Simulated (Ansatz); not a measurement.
## TiAl3 under changes of volume

One of the cells (16.287 Å³/atom); the others are scaled copies at fixed shape and fractional positions:

```
CELL_PARAMETERS angstrom
2.83968 0.00000 0.00000
0.00000 4.68126 0.00000
0.00000 0.00000 4.90074
ATOMIC_POSITIONS crystal
Ti 0.00000 0.50000 0.16592
Al 0.00000 0.00000 0.83590
Al 0.50000 0.00000 0.33091
Al 0.50000 0.50000 0.66727
```

The cell comes from a database or a generator and needn't be the stable form of this composition.

```yaml
Program: Ansatz 0.2.0
Functional: r2SCAN
Potentials_or_basis: Ansatz PAW
Cutoff: "500 eV (not typed: the program's choice for these potentials)"
k_mesh: 9 × 6 × 6
Occupations: fermi-dirac, width 0.05 eV
Spin: no spin polarisation
```

```tsv
volume (Å³/atom)	energy over the lowest point (meV/atom)	pressure (GPa)	largest force (eV/Å)
15.310	9.54	4.9	0.073
15.635	2.27	2.3	0.062
15.961	0.00	0.0	0.052
16.287	2.25	-2.1	0.042
16.612	?	?	?
16.938	18.58	-5.7	0.029
17.264	31.89	-7.3	0.039
```

Question: What does the run at 16.612 Å³/atom give?

Answer: Energy over the lowest point 8.58 meV/atom; pressure -4.0 GPa; largest force 0.033 eV/Å.

Worked out: A Birch-Murnaghan fit of order 3 (a polynomial in V^(-2/3)) to the other rows has its minimum at 15.96 Å³/atom with B0 = V·E''(V) = 109 GPa and B' = 4.1 at fixed shape and positions, which overstates the stiffness. It gives 8.57 meV/atom at 16.612 Å³/atom, against the run's 8.58, and -dE/dV = -4.0 GPa, against -4.0.

Energies are extrapolated to zero smearing.

Caveats: the PAW data sets come from PBE, with cores solved anew for the run's functional, which leaves a small shift of forces and pressure.
